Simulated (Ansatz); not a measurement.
**How far PBE and r2SCAN part for BeO**

The parent structure is BeO in the wurtzite structure (space group P6_3mc, No. 186; a = 2.712 Å, c = 4.405 Å).

(Cell as relaxed with PBE.)

Levels (all Ansatz, a first-principles code, PAW): PBE (420 eV, no SOC); r2SCAN (500 eV, scalar-relativistic without spin-orbit coupling).

Each level relaxes its own structure.

```tsv
quantity	PBE	r2SCAN
volume per atom	7.01 Å³	___
lattice parameter a	2.712 Å	___
lattice parameter c	4.405 Å	___
band gap	7.45 eV	___
gap character	direct at Γ	___
electron mass	0.53 mₑ along c, 0.60 mₑ across	___
```

Q: Predict the r2SCAN column.

A: 
- volume per atom, r2SCAN: 6.85 Å³
- lattice parameter a, r2SCAN: 2.690 Å
- lattice parameter c, r2SCAN: 4.370 Å
- band gap, r2SCAN: 8.55 eV
- gap character, r2SCAN: direct at Γ
- electron mass, r2SCAN: 0.53 mₑ along c, 0.61 mₑ across

PBE's volume per atom lies 0.16 Å³ above r2SCAN's (2.4 %); PBE's lattice parameter a lies 0.0213 Å above r2SCAN's (0.8 %); PBE's lattice parameter c lies 0.035 Å above r2SCAN's (0.8 %); PBE's band gap lies 1.10 eV below r2SCAN's; the two agree on the gap character. Neither level is exact; r2SCAN is the comparison here, not a measurement.

Masses are band curvatures over ±0.01 Å⁻¹ around the edge. No phonon test of stability was made.
